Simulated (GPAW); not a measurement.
# Zr (P6_3/mmc) in GPAW: notebook

One crystal, Zr, is run at these levels: PBE; tasks: optical spectrum.

All numbers are computed with GPAW 26.7.0; they aren't measurements. Logs are shortened: lines on timing, memory, paths and dates and some standing lists are left out, and cuts for length are marked. The log counts tension as positive stress, the text compression.

### 1 Starting point

The structure is hexagonal, space group P6_3/mmc (No. 194). The conventional cell has a = 3.166 Å, b = 3.166 Å, c = 5.042 Å, α = 90.00°, β = 90.00°, γ = 120.00°. Around Zr (site symmetry -6m2) lie 12 Zr at 3.11 to 3.17 Å.

### 2 Optical spectrum, PBE

Input file run.py:

```python
from ase.dft.bandgap import bandgap
from ase.io import read, write
from gpaw import GPAW, PW
from gpaw.response.df import DielectricFunction

atoms = read('POSCAR')

calc = GPAW(mode=PW(450),
            xc='PBE',
            kpts={'size': (8, 8, 4), 'gamma': True},
            occupations={'name': 'fermi-dirac', 'width': 0.05},
            nbands=24,
            convergence={'density': 1e-06},
            maxiter=150,
            txt='gpaw.txt')
atoms.calc = calc
energy = atoms.get_potential_energy()
calc.write('gs.gpw')
write('result.traj', atoms)
print(f'Energy: {energy:.6f} eV')
print('Fermi level:', round(calc.get_fermi_level(), 4), 'eV')
print(f'Gap: {bandgap(calc)[0]:.4f} eV, direct: {bandgap(calc, direct=True)[0]:.4f} eV')

dense = calc.fixed_density(kpts={'size': (21, 21, 12), 'gamma': True},
                           nbands=38, convergence={'bands': 32, 'eigenstates': 1e-7},
                           update_fermi_level=True, txt='dense.txt')
dense.write('dense.gpw', mode='all')

df = DielectricFunction('dense.gpw', frequencies={'type': 'nonlinear', 'domega0': 0.05, 'omega2': 10},
                        eta=0.1, ecut=50, nbands=32, rate='eta', txt='df.txt')
for direction in ['x', 'z']:
    df.get_dielectric_function(xc='RPA', direction=direction, filename=f'df_{direction}.csv')
```

Input file POSCAR:

```
Zr
1.0
    3.1660223034      0.0000000000      0.0000000000
   -1.5830111517      2.7418557436      0.0000000000
    0.0000000000      0.0000000000      5.0419297016
Zr
2
Direct
    0.6666666667      0.3333333333      0.7500000000
    0.3333333333      0.6666666667      0.2500000000
```

Potentials or basis: GPAW PAW data sets (gpaw-data 1.2.1), pw.

On the command line:

```bash
$ OMP_NUM_THREADS=1 python run.py
```

gpaw.txt:

```text
__  _  _
 | _ |_)|_||  |
 |__||  | ||/\| - 26.7.0

Input parameters:
  mode=PW(ecut=450.00000000000006),
  convergence={'density': 1e-06},
  kpts=MonkhorstPack(size=(8, 8, 4), gamma=True),
  maxiter=150,
  nbands=24,
  occupations=Occupations(name='fermi-dirac', width=0.05),
  xc=XC(name='PBE')

Diagonalizing LCAO Hamiltonian
Converting LCAO to pw mode

           Zr

        Zr

Atoms  # Å, Bohr magnetons
|   | symbol |         x |        y |        z |    initial magnetic moments |
|---|--------|-----------|----------|----------|-----------------------------|
| 0 |     Zr |  1.583011 | 0.913952 | 3.781447 | ( 0.0000,  0.0000,  0.0000) |
| 1 |     Zr | -0.000000 | 1.827904 | 1.260482 | ( 0.0000,  0.0000,  0.0000) |

Unit cell  # Å
| periodic |         x |        y |        z |  lengths |     angles |
|----------|-----------|----------|----------|----------|------------|
|      yes |  3.166022 | 0.000000 | 0.000000 | 3.166022 |  90.000000 |
|      yes | -1.583011 | 2.741856 | 0.000000 | 3.166022 |  90.000000 |
|      yes |  0.000000 | 0.000000 | 5.041930 | 5.041930 | 120.000000 |

Number of symmetries: 12
Symmetry operations  # r_c * U_cc + t_c -> r_c
|    | kind |            matrix            |
|----|------|------------------------------|
|  0 |  σ   |  1, 1, 0,  0,-1, 0,  0, 0, 1 |
|  1 |  S6  |  1, 1, 0, -1, 0, 0,  0, 0,-1 |
|  2 |  E   |  1, 0, 0,  0, 1, 0,  0, 0, 1 |
|  3 |  C2  |  1, 0, 0, -1,-1, 0,  0, 0,-1 |
|  4 |  C2  |  0, 1, 0,  1, 0, 0,  0, 0,-1 |
|  5 |  C3  |  0, 1, 0, -1,-1, 0,  0, 0, 1 |
|  6 |  S6  |  0,-1, 0,  1, 1, 0,  0, 0,-1 |
|  7 |  σ   |  0,-1, 0, -1, 0, 0,  0, 0, 1 |
|  8 |  σ   | -1, 0, 0,  1, 1, 0,  0, 0, 1 |
|  9 |  i   | -1, 0, 0,  0,-1, 0,  0, 0,-1 |
| 10 |  C3  | -1,-1, 0,  1, 0, 0,  0, 0, 1 |
| 11 |  C2  | -1,-1, 0,  0, 1, 0,  0, 0,-1 |

BZ-sampling:
  Number of BZ points: 256
  Number of IBZ points: 35

  Monkhorst-Pack size: [8, 8, 4]
  Monkhorst-Pack shift: [0.0625, 0.0625, 0.125]

K-points  # in reciprocal-cell coordinates
|     |                                coordinates |     weight |
|-----|--------------------------------------------|------------|
|   0 | (  0.00000000,   0.00000000,   0.00000000) | 0.00390625 |
|   1 | (  0.00000000,   0.00000000,   0.25000000) | 0.00781250 |
|   2 | (  0.00000000,   0.00000000,   0.50000000) | 0.00390625 |
|   3 | (  0.12500000,   0.00000000,  -0.25000000) | 0.02343750 |
|   4 | (  0.12500000,   0.00000000,   0.00000000) | 0.02343750 |
|   5 | (  0.12500000,   0.00000000,   0.25000000) | 0.02343750 |
|   6 | (  0.12500000,   0.00000000,   0.50000000) | 0.02343750 |
|   7 | (  0.25000000,  -0.12500000,   0.00000000) | 0.02343750 |
|   8 | (  0.25000000,  -0.12500000,   0.25000000) | 0.04687500 |
|   9 | (  0.25000000,  -0.12500000,   0.50000000) | 0.02343750 |
| ... |                                            |            |
|  34 | (  0.50000000,   0.50000000,   0.50000000) | 0.01171875 |

Plane wave coefficients: 966
Cutoff: 450.00000000000006 eV

Spin-components: 1 (collinear spins)
Bands:           24
Projectors:      12
Spin-degeneracy: 2
Datatype:        complex128

Parallelization:
  kpt:    1
  domain: 1
  band:   1

Density:
  Valence electrons: 24.0
  Components: 1
  Grid points: [16 16 25]
  Charge: 0.0  # |e|

Potential:
  Grid points: [16 16 25]

species:
  Zr:
    name:    Zirconium
    Z:       40.0
    valence: 12
    core:    28
    charge:  0.0  # [|e|]
    compensation charges:
      type: gauss
      rc: 0.40  # [Å]
      lmax: 2
    cutoffs:
      filter: 2.39  # [Å]
      core: 1.59  # [Å]
    projectors
    | kind |    occ | energy [eV] | rcut [Å] |
    |------|--------|-------------|----------|
    |   4s |  2.000 |     -54.478 |    1.323 |
    |   5s |  2.000 |      -4.438 |    1.323 |
    |   4p |  6.000 |     -32.467 |    1.334 |
    |   5p |  0.000 |      -1.470 |    1.334 |
    |   4d |  2.000 |      -3.600 |    1.244 |
    |    d |        |      23.611 |    1.244 |

    Using partial waves for Zr as LCAO basis

Reference energy: -195787.142470  # eV

eigensolver:
  PPCG
  Converge bands: occupied
  niter=2

density mixing:
  MSR1-Mixer
  Pratt-step length: 0.05
  Maximum mixing coefficient: 0.75
  Old densities: 10
  SVD Regularization: 0.005
  Good broyden scale: 1.0
  Trust region scale: 1.0
  Backstep threshold: 4.0
  History deletion threshold: 6.0
  Fourier metric: weight=20.0, sigma=0.015

occupation numbers:
  Fermi-Dirac:
    width: 0.0500  # eV

poisson solver:
  ecut: 3600.0000000000005  # eV

xc functional:
  name: PBE with 2 nearest neighbor stencil

convergence criteria:
- Maximum integral of absolute [dens]ity change: 1e-06 electrons / valence electron
- Maximum [total energy] change in last 3 cyles: 0.0005 eV / valence electron
- Maximum integral of absolute [eigenst]ate change: 4e-08 eV^2 / valence electron
maximum number of iterations: 150

SCF iterations
|iter     | |      energy | eigst |  dens |
|---------|-|-------------|-------|-------|
|iter:   1| |  -14.972924 | -0.04 |       |
|iter:   2| |  -14.930810 | -1.72 | -1.31 |
|iter:   3| |  -14.698447 | -1.51 | -1.34 |
|iter:   4| |  -14.701732 | -2.87 | -1.95 |
|iter:   5| |  -14.703372c| -4.15 | -2.35 |
|iter:   6| |  -14.703373c| -5.12 | -3.33 |
|iter:   7| |  -14.703359c| -5.97 | -3.52 |
|iter:   8| |  -14.703362c| -7.67c| -4.28 |
|iter:   9| |  -14.703362c| -7.95c| -5.03 |
|iter:  10| |  -14.703362c| -8.71c| -5.62 |
|iter:  11| |  -14.703362c| -9.07c| -6.51c|

Converged in 11 steps
Energy contributions relative to reference atoms: (reference = -195787.142470)

Energy contributions:
  Kinetic:          13.978401
  Coulomb:         -13.242131
  Zero:              0.586336
  External:          0.000000
  Xc:              -16.017233
  Entropy:          -0.017472
  Spinorbit:         0.000000
  ----------------------------
  Free energy:     -14.712098
  Extrapolated:    -14.703362

dipole moment: (0.000000, 0.000001, 0.000001)  # |e|*Ang

Fermi level: 10.187
Eigenvalues  # (at kpt = [0.000, 0.000, 0.000])
| band index |      eig [eV] | occ [0-2] |
|------------|---------------|-----------|
|          0 |       -38.577 |     2.000 |
|        ... |               |           |
|          2 |       -17.232 |     2.000 |
|          3 |       -16.185 |     2.000 |
|          4 |       -16.185 |     2.000 |
|          5 |       -16.017 |     2.000 |
|          6 |       -16.017 |     2.000 |
|          7 |       -16.011 |     2.000 |
[... 8 lines left out ...]
|         16 |        12.384 |     0.000 |
|         17 |        12.384 |     0.000 |
|        ... |               |           |
|         23 |        24.016 |     0.000 |

No gap
No difference between direct/indirect transitions
# Writing to gs.gpw (mode='')
```

Wall time 6.4 min (1 thread of Arm Neoverse V1, shared host); peak memory 0.69 GiB.

Results:

```
Free energy            : -14.7121 eV
Band gap on the k mesh : none (metal or under the smearing width)
```

Dielectric function (mean over the directions given):
| energy (eV) | real part | imaginary part |
| --- | --- | --- |
| 0.25 | -86.98 | 186.42 |
| 0.88 | 8.89 | 58.82 |
| 1.54 | -4.34 | 41.11 |
| 2.18 | -8.55 | 25.63 |
| 2.79 | -8.22 | 18.71 |
| 3.43 | -6.78 | 12.92 |
| 4.16 | -4.49 | 9.44 |
| 4.79 | -5.00 | 8.40 |
| 5.38 | -4.95 | 6.19 |
| 6.07 | -4.51 | 3.94 |
| 6.63 | -3.36 | 2.60 |
| 7.29 | -1.99 | 2.35 |
| 8.07 | -0.92 | 2.45 |
| 8.71 | -1.86 | 2.53 |
| 9.27 | -1.10 | 1.54 |
| 9.96 | -0.20 | 1.64 |
| 10.57 | -0.59 | 2.62 |
| 11.20 | -0.84 | 2.21 |
| 11.96 | -1.12 | 1.54 |
| 12.53 | -0.86 | 1.28 |
| 13.24 | -0.65 | 0.97 |
| 13.85 | -0.62 | 0.79 |
| 14.48 | -0.28 | 0.78 |
| 15.13 | -0.38 | 0.71 |
| 15.94 | -0.20 | 0.51 |
| 16.64 | -0.10 | 0.40 |
| 17.36 | 0.03 | 0.34 |
| 18.12 | 0.15 | 0.24 |
| 18.90 | 0.27 | 0.18 |
| 19.87 | 0.42 | 0.16 |

Caveat: the intraband term hangs on this k mesh; the long-wavelength limit can be off by several per cent where d states take part; independent-particle spectra lack excitons.

### 3 Optical spectrum, PBE

This run uses another cell than the first one, of 22.35 Å³/atom, 1.021 times its volume.

run.py is that of step 2.

Input file POSCAR:

```
Zr
1.0
    3.1883189697      0.0000000000      0.0000000000
   -1.5941594848      2.7611652231      0.0000000000
    0.0000000000      0.0000000000      5.0774374186
Zr
2
Direct
    0.6666666667      0.3333333333      0.7500000000
    0.3333333333      0.6666666667      0.2500000000
```

Potentials or basis: GPAW PAW data sets (gpaw-data 1.2.1), pw.

On the command line:

```bash
$ OMP_NUM_THREADS=1 python run.py
```

gpaw.txt:

```text
__  _  _
 | _ |_)|_||  |
 |__||  | ||/\| - 26.7.0

Input parameters:
  mode=PW(ecut=450.00000000000006),
  convergence={'density': 1e-06},
  kpts=MonkhorstPack(size=(8, 8, 4), gamma=True),
  maxiter=150,
  nbands=24,
  occupations=Occupations(name='fermi-dirac', width=0.05),
  xc=XC(name='PBE')

Diagonalizing LCAO Hamiltonian
Converting LCAO to pw mode

           Zr

        Zr

Atoms  # Å, Bohr magnetons
|   | symbol |         x |        y |        z |    initial magnetic moments |
|---|--------|-----------|----------|----------|-----------------------------|
| 0 |     Zr |  1.594159 | 0.920388 | 3.808078 | ( 0.0000,  0.0000,  0.0000) |
| 1 |     Zr | -0.000000 | 1.840777 | 1.269359 | ( 0.0000,  0.0000,  0.0000) |

Unit cell  # Å
| periodic |         x |        y |        z |  lengths |     angles |
|----------|-----------|----------|----------|----------|------------|
|      yes |  3.188319 | 0.000000 | 0.000000 | 3.188319 |  90.000000 |
|      yes | -1.594159 | 2.761165 | 0.000000 | 3.188319 |  90.000000 |
[... 131 lines left out ...]
|iter:   3| |  -14.735402 | -1.52 | -1.34 |
|iter:   4| |  -14.737131 | -2.78 | -1.93 |
|iter:   5| |  -14.738561c| -4.16 | -2.36 |
|iter:   6| |  -14.738575c| -5.47 | -3.52 |
|iter:   7| |  -14.738574c| -6.44 | -3.87 |
|iter:   8| |  -14.738576c| -7.59c| -4.22 |
|iter:   9| |  -14.738576c| -7.76c| -5.01 |
|iter:  10| |  -14.738576c| -8.60c| -5.83 |
|iter:  11| |  -14.738576c| -8.92c| -6.44c|

Converged in 11 steps
Energy contributions relative to reference atoms: (reference = -195787.142470)

Energy contributions:
  Kinetic:          11.803343
  Coulomb:         -11.660487
  Zero:              0.583208
  External:          0.000000
  Xc:              -15.456611
  Entropy:          -0.016059
  Spinorbit:         0.000000
  ----------------------------
  Free energy:     -14.746606
  Extrapolated:    -14.738576

dipole moment: (0.000000, 0.000001, 0.000001)  # |e|*Ang

Fermi level: 9.929
Eigenvalues  # (at kpt = [0.000, 0.000, 0.000])
| band index |      eig [eV] | occ [0-2] |
|------------|---------------|-----------|
|          0 |       -38.869 |     2.000 |
|        ... |               |           |
|          2 |       -17.482 |     2.000 |
|          3 |       -16.500 |     2.000 |
|          4 |       -16.500 |     2.000 |
|          5 |       -16.343 |     2.000 |
|          6 |       -16.343 |     2.000 |
|          7 |       -16.340 |     2.000 |
[... 8 lines left out ...]
|         16 |        12.090 |     0.000 |
|         17 |        12.090 |     0.000 |
|        ... |               |           |
|         23 |        23.603 |     0.000 |

No gap
No difference between direct/indirect transitions
# Writing to gs.gpw (mode='')
```

df.txt:

```text
NonLinearFrequencyDescriptor(from 0.000 to 73.126 eV, 364 points)
NonLinearFrequencyDescriptor(from 0.000 to 73.126 eV, 364 points)

Calculating chi0 body with:
    Ground state adapter containing:
    Number of spins: 1
    Number of kpoints: 5292
    Number of irreducible kpoints: 521
    Number of completely occupied states: 10
    Number of partially occupied states: 14

    Linear response parametrization:
    q_c: [0.0, 0.0, 0.0]
[... 42 lines left out ...]
    Ground state adapter containing:
    Number of spins: 1
    Number of kpoints: 5292
    Number of irreducible kpoints: 521
    Number of completely occupied states: 10
    Number of partially occupied states: 14

Symmetries of q_c:
    Direct symmetries (Uq -> q): 12
    Indirect symmetries (TUq -> q): 0
In total 12 allowed symmetries.

Integral kind: intraband
Plasma frequency:
[[3.94-0.j 0.  +0.j 0.  +0.j]
 [0.  +0.j 3.94-0.j 0.  +0.j]
 [0.  +0.j 0.  +0.j 4.07+0.j]]

Finished calculating chi0
```

Run time: 6.6 min. Hardware: 1 thread of Arm Neoverse V1, shared host; peak memory 0.7 GiB.

What came out:

- Free energy: -14.7466 eV
- Band gap on the k mesh: none (metal or under the smearing width)

Dielectric function (mean over the directions given):
```csv
energy (eV),real part,imaginary part
0.25,-77.89,176.50
0.67,15.36,69.60
1.15,4.25,50.61
1.66,-4.76,36.17
2.18,-8.02,24.88
2.66,-7.84,19.71
3.17,-7.02,12.78
3.56,-6.49,11.06
4.03,-4.34,9.59
4.51,-4.33,8.96
5.01,-5.13,7.35
5.53,-4.87,5.54
6.07,-4.21,3.67
6.55,-3.24,2.55
6.87,-2.35,2.36
7.38,-1.64,2.24
7.90,-0.87,2.55
8.43,-1.76,2.97
8.89,-1.45,1.70
9.47,-0.43,1.43
9.76,-0.12,1.74
10.26,-0.39,2.80
10.78,-0.88,2.31
11.31,-1.19,1.95
11.85,-1.06,1.42
12.30,-0.92,1.29
12.77,-0.84,1.08
13.24,-0.69,0.98
13.72,-0.55,0.72
14.22,-0.30,0.77
14.73,-0.38,0.77
15.26,-0.32,0.57
15.80,-0.20,0.49
16.21,-0.14,0.44
16.78,-0.02,0.35
17.36,0.06,0.29
17.96,0.17,0.23
18.58,0.25,0.19
19.22,0.38,0.16
19.87,0.45,0.16
```

Caveat: the intraband term hangs on this k mesh; the long-wavelength limit can be off by several per cent where d states take part; independent-particle spectra lack excitons.

[end of part 1 of 2]
